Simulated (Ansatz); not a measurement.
This Ansatz input for CaO in the rocksalt structure was spoiled on purpose:

```yaml
crystal:
  lattice:
    - [0.0, 2.4154219976, 2.4154219976]
    - [2.4154219976, 0.0, 2.4154219976]
    - [2.4154219976, 2.4154219976, 0.0]
  atoms:
    - { symbol: Ca, position: [0.5, 0.5, 0.5] }
    - { symbol: O, position: [0.0, 0.0, 0.0] }
basis:
  ecutwfc: 420
  ecutrho_ratio: 4
kpoints:
  mp_grid: { grid: [1, 1, 1] }
hamiltonian:
  xc: pbe
scf:
  occupations: { method: gaussian, width: 0.05 }
  max_iter: 75
output:
  forces: true
  stress: true
magnetization:
  noncollinear: true
  spin_orbit: true
```

Launched as:
```sh
ansatz run input.yaml --threads 4 --pin off --max-ram 7168MiB --backend cpu --events-out ev --progress --plain --runs-dir out
```

What the program printed:

```
SCF iter   1: F=—  HF=-2379.678813 eV  |F-HF|=—  |Δ(HF+E_count)|=         —  Δρ=1.01e-1  dr2=3.54e0  dr2_m=0.00e0 (ungated)  ethr=3.10e-3  |M|=0.00e0 ∫|m|=0.00e0 μB  |m|>n=0.0e0 m-floor=0.0e0 τ_xc=0.0e0  β_m=0.30  ⟨swp⟩=6.0  Hψ=58  notcnv=0
SCF iter   2: F=—  HF=-2378.854514 eV  |F-HF|=—  |Δ(HF+E_count)|=   8.24e-1  Δρ=5.19e-2  dr2=7.17e-1  dr2_m=0.00e0 (ungated)  ethr=3.10e-3  |M|=0.00e0 ∫|m|=0.00e0 μB  |m|>n=0.0e0 m-floor=0.0e0 τ_xc=0.0e0  β_m=0.39  ⟨swp⟩=2.0  Hψ=23  notcnv=0  defer=2
SCF iter   3: F=—  HF=-2378.954119 eV  |F-HF|=—  |Δ(HF+E_count)|=   9.96e-2  Δρ=2.75e-2  dr2=1.28e-1  dr2_m=0.00e0 (ungated)  ethr=3.10e-3  |M|=0.00e0 ∫|m|=0.00e0 μB  |m|>n=0.0e0 m-floor=0.0e0 τ_xc=0.0e0  β_m=0.56  ⟨swp⟩=2.0  Hψ=17  notcnv=0  defer=2
SCF iter   4: F=—  HF=-2379.049213 eV  |F-HF|=—  |Δ(HF+E_count)|=   9.51e-2  Δρ=2.38e-3  dr2=7.88e-4  dr2_m=0.00e0 (ungated)  ethr=8.01e-4  |M|=0.00e0 ∫|m|=0.00e0 μB  |m|>n=0.0e0 m-floor=0.0e0 τ_xc=0.0e0  β_m=0.64  ⟨swp⟩=3.0  Hψ=22  notcnv=0  defer=2
SCF iter   5: F=—  HF=-2379.049282 eV  |F-HF|=—  |Δ(HF+E_count)|=   6.87e-5  Δρ=5.04e-4  dr2=5.26e-5  dr2_m=0.00e0 (ungated)  ethr=4.93e-6  |M|=0.00e0 ∫|m|=0.00e0 μB  |m|>n=0.0e0 m-floor=0.0e0 τ_xc=0.0e0  β_m=0.82  ⟨swp⟩=3.0  Hψ=21  notcnv=0  defer=2
SCF iter   6: F=—  HF=-2379.049269 eV  |F-HF|=—  |Δ(HF+E_count)|=   1.23e-5  Δρ=7.32e-5  dr2=5.98e-7  dr2_m=0.00e0 (ungated)  ethr=3.29e-7  |M|=0.00e0 ∫|m|=0.00e0 μB  |m|>n=0.0e0 m-floor=0.0e0 τ_xc=0.0e0  β_m=0.83  ⟨swp⟩=2.0  Hψ=15  notcnv=0  defer=2
SCF iter   7: F=-2379.049269 eV  HF=-2379.049269 eV  |F-HF|=1.01e-9  |Δ(HF+E_count)|=   6.93e-8  Δρ=3.90e-6  dr2=2.75e-9  dr2_m=0.00e0 (ungated)  ethr=6.25e-10  |M|=0.00e0 ∫|m|=0.00e0 μB  |m|>n=0.0e0 m-floor=0.0e0 τ_xc=0.0e0  ⟨swp⟩=8.0  Hψ=62  notcnv=0
```

```
SCF 1 converged in 7 iterations: F = -2379.049269 eV  dr2 = 2.75e-9
SCF converged after 7 iterations
Magnetization: |M| = 0.0000 μB,  M = (+0.0000, +0.0000, +0.0000) μB
Absolute magnetization: 0.0000 μB (∫|m|)
  site 0: m = (+0.0000, +0.0000, +0.0000) μB, |m| = 0.0000 μB  (R = 1.00 Å)
  site 1: m = (+0.0000, +0.0000, +0.0000) μB, |m| = 0.0000 μB  (R = 1.00 Å)
Free energy (F): -2379.049269 eV
E sigma→0 (E₀):  -2379.049269 eV
Fermi energy:    11.990122 eV
--- Forces (eV/Å), atoms counted from 1 ---
  atom   1  Ca     0.00000000     0.00000000     0.00000000
  atom   2  O      0.00000000     0.00000000     0.00000000
--- Stress (GPa, compression-positive) ---
       48.342786       0.000000       0.000000
        0.000000      48.342786       0.000000
        0.000000       0.000000      48.342786
  P = ⅓ Tr σ = 48.3428 GPa (483.428 kbar)
```

Task: What is wrong with it?

Result: One k-point for a small cell. Against the sound input: kpoints.mp_grid.grid: [8, 8, 8] → [1, 1, 1] (the cap on iterations is only a precaution).

The run converged all the same; its pressure of 48 GPa shows the fault against the sound run's. Its energy lies 4356 meV/atom from the sound one. Cost: 0.31 s on 4 threads of Arm Neoverse V2, with other jobs on the host, peak memory 0.27 GiB. The run before the change (PBE with spin–orbit coupling, 420 eV, 8×8×8 mesh) gave:

```tsv
run	P (GPa)	gap on the mesh (eV)	cell moment (μB)	largest force component (eV/Å)
sound	0.0	3.64	0.00 (no moment typed)	0.000
spoiled	48.3	2.59	0.00 (no moment typed)	0.000
```

The compound is reported in the structure type of the start.

Of that run: Semilocal functionals underestimate band gaps, commonly by a third or more.
